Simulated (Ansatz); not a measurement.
# ZrB (Fm-3m): test of the smearing width

How much does the smearing width move the energy of ZrB (Fm-3m)? The task is a test of the smearing width, for ZrB (Fm-3m).

Program: Ansatz 0.2.0 through its Python package. Level of theory: DFT PBE+D3(BJ), plane waves, PAW. These are calculated values, not measurements.

### Step 1. The system

The structure is cubic, space group Fm-3m (No. 225). Conventional cell: a = 4.913 Å, b = 4.913 Å, c = 4.913 Å, α = 90.00°, β = 90.00°, γ = 90.00°. Zr (site symmetry m-3m) is surrounded by 6 B at 2.46 Å. B (site symmetry m-3m) is surrounded by 6 Zr at 2.46 Å.

POSCAR_zrb, read by the script:

```text
ZrB
1.0
   0.00000000    2.45632100    2.45632100
   2.45632100    0.00000000    2.45632100
   2.45632100    2.45632100    0.00000000
Zr B
1 1
Direct
   0.50000000    0.50000000    0.50000000
   0.00000000    0.00000000    0.00000000
```

### Step 2. The code

File run_smear.py:

```python
"""How the energy of ZrB depends on the smearing."""

import csv

import ansatz as az
from ase.io import read


def main() -> None:
    atoms = read("POSCAR_zrb", format="vasp")
    crystal = az.Crystal.from_ase(atoms)

    calc = (
        crystal.calculation()
        .functional(az.Functional.PBE, dispersion="d3bj")
        .basis(450)
        .kpoints(7)
        .forces()
        .stress()
    )

    rows = []
    for value in [0.5, 0.3, 0.2, 0.1]:
        summary = calc.occupations("cold", width=value).run(threads=1).report
        rows.append((value, summary["free_energy_ev"] / len(summary["lattice"]["sites"]), summary["n_iterations"], sum(summary["stress_gpa"][i][i] for i in range(3)) / 3, max(abs(f) for row in summary["forces_ev_ang"] for f in row), summary["n_kpoints"]))

    with open("smear.csv", "w", newline="") as handle:
        writer = csv.writer(handle)
        writer.writerow(["width (eV)", "F/atom (eV)", "iterations", "P (GPa)", "max component (eV/A)", "k-points"])
        writer.writerows([round(v, 5) if isinstance(v, float) else v for v in row] for row in rows)

    # differences from the last row
    for row in rows[:-1]:
        shift = 1000 * (row[1] - rows[-1][1])
        print(f"{row[0]}: {shift:+.2f} meV/atom" + ("  (within 5 meV)" if abs(shift) < 5 else ""))


if __name__ == "__main__":
    main()
```

### Step 3. The input behind the calls

The engine receives this input (first run):

```yaml
crystal:
  lattice:
    - [0.0, 2.456321, 2.456321]
    - [2.456321, 0.0, 2.456321]
    - [2.456321, 2.456321, 0.0]
  atoms:
    - { symbol: Zr, position: [0.5, 0.5, 0.5] }
    - { symbol: B, position: [0.0, 0.0, 0.0] }
basis:
  ecutwfc: 450.0
kpoints:
  mp_grid:
    grid: [7, 7, 7]
hamiltonian:
  xc: pbe
  dispersion: d3bj
scf:
  occupations:
    method: cold
    width: 0.5
output:
  forces: true
  stress: true
```

### Step 4. The run

Launch:

```
> python run_smear.py
```

Log:

```text
0.5: +13.38 meV/atom
0.3: -0.04 meV/atom  (within 5 meV)
0.2: -0.99 meV/atom  (within 5 meV)
```

Run time: 3 s. Hardware: 1 thread of Arm Neoverse V1, shared host; peak memory 0.4 GiB.

File smear.csv afterwards:

```csv
width (eV),F/atom (eV),iterations,P (GPa),max component (eV/A),k-points
0.5,-2170.62566,5,-5.10043,0.0,20
0.3,-2170.63908,5,-5.0928,0.0,20
0.2,-2170.64002,5,-5.0347,0.0,20
0.1,-2170.63903,5,-5.0086,0.0,20
```

### Step 5. Inputs of later runs

The engine's inputs for the other runs:

Run 2, against run 1:

```diff
@@ -20 +20 @@
-    width: 0.5
+    width: 0.3
```

Run 3, against run 1:

```diff
@@ -20 +20 @@
-    width: 0.5
+    width: 0.2
```

Run 4, against run 1:

```diff
@@ -20 +20 @@
-    width: 0.5
+    width: 0.1
```

Lines on the test bed's own set-up are left out of the output.

### Step 6. Run by run

One row for each of the 4 runs:

| run | width (eV) | energy from run 4 (meV/atom) | the same at zero width (meV/atom) | pressure (GPa) | SCF cycles | CPU time (s) |
| --- | --- | --- | --- | --- | --- | --- |
| 1 | 0.5 | 13.38 | -2.86 | -5.10 | 5 | 0.6 |
| 2 | 0.3 | -0.04 | -3.04 | -5.09 | 5 | 0.47 |
| 3 | 0.2 | -0.99 | -0.19 | -5.03 | 5 | 0.47 |
| 4 | 0.1 | 0.00 | 0.00 | -5.01 | 5 | 0.45 |

Energies are free energies F = E - TS of the smeared occupations. 

### Step 7. What came out

| quantity | value |
| --- | --- |
| runs compared | 4 |
| last run but one, from the last | -0.99 meV/atom |
| within 5 meV/atom of the last run from | 0.3 |

In words: Going from 0.1 to 0.5 eV changes F by +13.4 meV an atom. This scheme is built to cancel the term in the square of the width, but that needs a smooth density of states and a fine mesh, and here a sizeable shift remains. The pressure moves from -5.01 to -5.10 GPa. What to keep in mind:
- For a metal this k-point mesh is coarse: on a finer one energies can move by several to tens of meV an atom and pressures by half a GPa or more, differences at one mesh by less.
- Forces vanish by symmetry here and test nothing.
- The narrowest width needs the finest mesh, so the last row is no converged reference.
- Pressure is positive in compression.
- At these settings the cell as given stands under about -5 GPa, so it isn't at this functional's equilibrium volume.
- The structure comes from a database of computed cells and needn't be a stable or known phase.
